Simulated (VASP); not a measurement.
The system is B.

```
B
1.0
     1.88524    0.00000    0.00000
     0.00000    1.88524    0.00000
     0.00000    0.00000    1.88524
B
1
Cartesian
  0.9426 0.9426 0.9426
```

The cell was built by a generator and needn't be a form met in nature.

```yaml
Program: VASP 6.6.1
Task: relaxation of cell and atoms
Functional: PBE
Dispersion: D2
Potentials_or_basis: VASP PAW PBE potentials, release 64 (B)
Cutoff: 600 eV
k_mesh: 14 × 14 × 14
Occupations: fermi-dirac, width 0.05 eV
Spin: no spin polarisation
```

At the start: pressure -5.6 GPa; volume 6.70 Å³/atom.

Question: Where does the relaxation end?

Answer: Over 3 steps the energy falls by 3.0 meV/atom and the volume is 6.53 Å³/atom (-2.5 %); space group Pm-3m (No. 221, to 0.05 Å).

The path:
```
step  energy change (eV)  largest force (eV/Å)  pressure (GPa)  volume (Å³)
   1              0.0000                0.0000           -5.63         6.70
   2             -0.0027                0.0000            2.10         6.47
   3             -0.0030                0.0000            0.01         6.53
```

Final structure:
```
CELL_PARAMETERS angstrom
1.86929 0.00000 0.00000
0.00000 1.86929 0.00000
0.00000 0.00000 1.86929
ATOMIC_POSITIONS crystal
B 0.50000 0.50000 0.50000
```

Caveat: atom-pairwise D2, TS and ULG terms overbind metals; pairwise dispersion overbinds metals, which lowers pressure and volume.
